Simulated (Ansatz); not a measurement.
# CaIn4H8: the cost of one run

Program: Ansatz 0.2.0. Level of theory: DFT PBE, scalar-relativistic, plane waves, PAW. These are calculated values, not measurements.

1 further run of the same task is left out (it didn't finish).

### Step 1. Starting point

It takes space group I4/mmm (No. 139, tetragonal). The conventional cell has a = 9.014 Å, b = 9.014 Å, c = 5.324 Å, α = 90.00°, β = 90.00°, γ = 90.00°. Around Ca (site symmetry 4/mmm) lie 8 H at 2.96 Å. In (site symmetry m2m) is surrounded by 4 H at 1.59 to 1.68 Å. Around H (site symmetry 2/m) lie 2 In at 1.59 Å. H (site symmetry m2m) is surrounded by 2 In at 1.68 Å.

Structure file:

```
CELL_PARAMETERS angstrom
-4.50718 4.50718 2.66202
4.50718 -4.50718 2.66202
4.50718 4.50718 -2.66202
ATOMIC_POSITIONS crystal
Ca 0.00000 0.00000 0.00000
In 0.68236 0.68236 0.36473
In 0.31764 0.31764 0.63527
In 0.31764 0.68236 0.00000
In 0.68236 0.31764 0.00000
H 0.50000 0.50000 0.50000
H 0.00000 0.00000 0.50000
H 0.50000 0.64354 0.14354
H 0.64354 0.50000 0.14354
H 0.35646 0.50000 0.85646
H 0.50000 0.35646 0.85646
H 0.00000 0.50000 0.00000
H 0.50000 0.00000 0.00000
```

A structure generator made this guess: 4-connected net, bridging atoms on its edges, bridges bent, guests in its cages (I4/mmm, No. 139). Its size is a rough estimate.

### Step 2. Probe: one point on a coarse mesh

input.yaml

```yaml
crystal:
  lattice:
    - [-4.50718123, 4.50718123, 2.66202452]
    - [4.50718123, -4.50718123, 2.66202452]
    - [4.50718123, 4.50718123, -2.66202452]
  atoms:
    - { symbol: Ca, position: [0.0, 0.0, 0.0] }
    - { symbol: In, position: [0.68236281, 0.68236281, 0.36472563] }
    - { symbol: In, position: [0.31763719, 0.31763719, 0.63527437] }
    - { symbol: In, position: [0.31763719, 0.68236281, 0.0] }
    - { symbol: In, position: [0.68236281, 0.31763719, 0.0] }
    - { symbol: H, position: [0.5, 0.5, 0.5] }
    - { symbol: H, position: [0.0, 0.0, 0.5] }
    - { symbol: H, position: [0.5, 0.64353589, 0.14353589] }
    - { symbol: H, position: [0.64353589, 0.5, 0.14353589] }
    - { symbol: H, position: [0.35646411, 0.5, 0.85646411] }
    - { symbol: H, position: [0.5, 0.35646411, 0.85646411] }
    - { symbol: H, position: [0.0, 0.5, 0.0] }
    - { symbol: H, position: [0.5, 0.0, 0.0] }
basis:
  ecutwfc: 420
kpoints:
  mp_grid: { grid: [4, 4, 4] }
hamiltonian:
  xc: pbe
scf:
  occupations: { method: gaussian, width: 0.1 }
  lower_state_search: "off"
output:
  forces: true
  stress: true
  eigenvalues: true
```

On the command line:

```
> ansatz run input.yaml --threads 1 --pin off --max-ram 2560MiB --backend cpu --events-out ev --progress --plain --runs-dir out
```

Q: Estimate wall time and peak memory on 1 thread of Arm Neoverse V1, shared host.

About 12 s, with a peak of 0.48 GiB.
